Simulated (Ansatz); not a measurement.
## BaTe in Ansatz: the effect of functional

Crystal: BaTe.

```
CELL_PARAMETERS angstrom
0.00000 3.41000 3.41000
3.41000 0.00000 3.41000
3.41000 3.41000 0.00000
ATOMIC_POSITIONS crystal
Ba 0.00000 0.00000 0.00000
Te 0.50000 0.50000 0.50000
```

Alike in all runs:

- Program: Ansatz 0.2.0
- Task: single point
- Potentials or basis: all-electron PAW datasets made for the crystal
- k mesh: 6 × 6 × 6
- Occupations: fermi-dirac, width 0.05 eV
- Spin: no spin polarisation

```csv
functional,cutoff,gap on the mesh (eV),pressure (GPa)
PBEsol,240 eV (chosen from the basis error),?,?
HSE06,270 eV (chosen from the basis error),2.10,3.6
PBE0,270 eV (chosen from the basis error),2.74,3.6
```

What does the run with functional PBEsol give?

gap on the mesh 1.34 eV; pressure 1.9 GPa.

Caveats: spin-orbit coupling is left out, which moves the levels of the heavy elements.

A k mesh can miss the band edges.

The runs don't all hold the same shells in valence.
